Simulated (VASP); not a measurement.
WS2:

```
W S
1.0
    -2.18592    2.18592    3.19240
     2.18592   -2.18592    3.19240
     2.18592    2.18592   -3.19240
W S
1 2
Cartesian
  0.0000 0.0000 0.0000
  0.0000 2.1859 1.5962
  0.0000 0.0000 3.1924
```

The cell was built by a generator and needn't be a form met in nature.

* Program: VASP 6.6.1
* Task: relaxation of cell and atoms
* Functional: PBE
* Potentials or basis: VASP PAW PBE potentials, release 64 (W_sv, S)
* Cutoff: 600 eV
* k mesh: 9 × 9 × 9
* Occupations: gaussian, width 0.05 eV
* Spin: no spin polarisation

At the start: pressure -18.1 GPa; volume 20.34 Å³/atom.

Question: How do energy, volume and symmetry change on relaxing?

Answer: Over 6 steps the energy falls by 286.2 meV/atom and the volume is 16.24 Å³/atom (-20.1 %); space group I-4m2 (No. 119, to 0.05 Å).

The path:
| step | energy change (eV) | largest force (eV/Å) | pressure (GPa) | volume (Å³) |
| --- | --- | --- | --- | --- |
| 1 | 0.0000 | 0.0000 | -18.12 | 61.02 |
| 2 | -0.4882 | 0.0000 | 22.62 | 42.88 |
| 3 | -0.8583 | 0.0000 | -0.35 | 48.86 |
| 4 | -0.8584 | 0.0000 | 0.27 | 48.63 |
| 5 | -0.8584 | 0.0000 | -0.22 | 48.81 |
| 6 | -0.8585 | 0.0000 | 0.00 | 48.73 |

Final structure:
```
W S
1.0
    -2.02515    2.02515    2.97045
     2.02515   -2.02515    2.97045
     2.02515    2.02515   -2.97045
W S
1 2
Direct
  0.00000 0.00000 0.00000
  0.75000 0.25000 0.50000
  0.50000 0.50000 0.00000
```

Caveat: the volume moved by over 15 % at a fixed basis, so the end points are rough.
